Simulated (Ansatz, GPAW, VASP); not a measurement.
Ge: 4 runs at one level of theory

```xyz
2
Lattice="0.0000 2.8289 2.8289 2.8289 0.0000 2.8289 2.8289 2.8289 0.0000" Properties=species:S:1:pos:R:3 pbc="T T T"
Ge    4.2434    4.2434    4.2434
Ge    2.8289    2.8289    2.8289
```

Alike in all runs: task single point; functional PBE; k mesh 8 × 8 × 8; occupations gaussian, width 0.012 eV; no spin polarisation; no spin-orbit coupling. Pressure is positive in compression and, in plane waves, holds the error of the finite cutoff, which Ansatz's Pulay term estimates and takes out.

| program and potentials | plane-wave cutoff (eV) | notes | band gap (eV) | pressure (GPa) |
| --- | --- | --- | --- | --- |
| Ansatz, Ansatz PAW | 420 | 14 valence electrons an atom on average; Pulay term of +0.03 GPa included | 0.03 | 3.56 |
| Ansatz, all-electron LAPW, scalar-relativistic | - | - | 0.04 | 3.55 |
| VASP, PBE PAW files Ge_d, 520 eV | 520 | 14 valence electrons an atom on average | ? | ? |
| GPAW, GPAW PAW data sets (gpaw-data 1.2.1) | 600 | 4 valence electrons an atom on average | 0.09 | 3.84 |

Question: Estimate from the other rows what the run with VASP, PBE PAW files Ge_d, 520 eV gave.

Answer: Band gap 0.03 eV; pressure 3.47 GPa. The other rows, which needn't bracket it: band gap 0.03 to 0.09; pressure 3.55 to 3.84.
